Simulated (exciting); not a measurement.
Runs of exciting (release sodium) on MgS (Niningerite). Symmetry: Fm-3m, No. 225, cubic system. Conventional cell: a = 5.203 Å, b = 5.203 Å, c = 5.203 Å, α = 90.00°, β = 90.00°, γ = 90.00°. S (site symmetry m-3m) has 6 Mg at 2.60 Å as nearest neighbours. Mg (site symmetry m-3m) has 6 S at 2.60 Å as nearest neighbours. 

```csv
task,level,k mesh,smearing,outputlevel,method,first band of the group,last band of the group,q or response mesh,rgkmax,gap on the mesh (eV)
band structure,revPBE,9 × 9 × 9,fermi-dirac 0.05 eV,normal,-,-,-,-,7.5,3.04
single point,RPBE,9 × 9 × 9,gaussian 0.1 eV,low,-,-,-,-,7.5,(a)
single point,PBEsol,9 × 9 × 9,gaussian 0.02 eV,low,-,-,-,-,7.5,(b)
Wannier functions,PBEsol,5 × 5 × 5,gaussian 0.005 eV,-,opfmax,2,8,-,6,3.14
TDDFT spectrum,LDA,6 × 6 × 6,gaussian 0.005 eV,-,-,-,-,7 × 7 × 7,6,2.58
```

Alike in all rows: potentials or basis all-electron LAPW+lo, shipped species files, valence relativity iora*; no spin polarisation; cell as given.

Q: Estimate the missing entries.

A: (a) 3.06; (b) 2.84.

Caveats: an odd mesh through Γ misses points on the zone boundary, where band edges often lie (some runs); the mesh misses the band edges, which the band path finds closer together (some runs); the scissor shift is a trial value, not fitted to this crystal (some runs); spectra need much finer meshes, so this one isn't converged (some runs).

Runs at the PBE level aren't shown here.
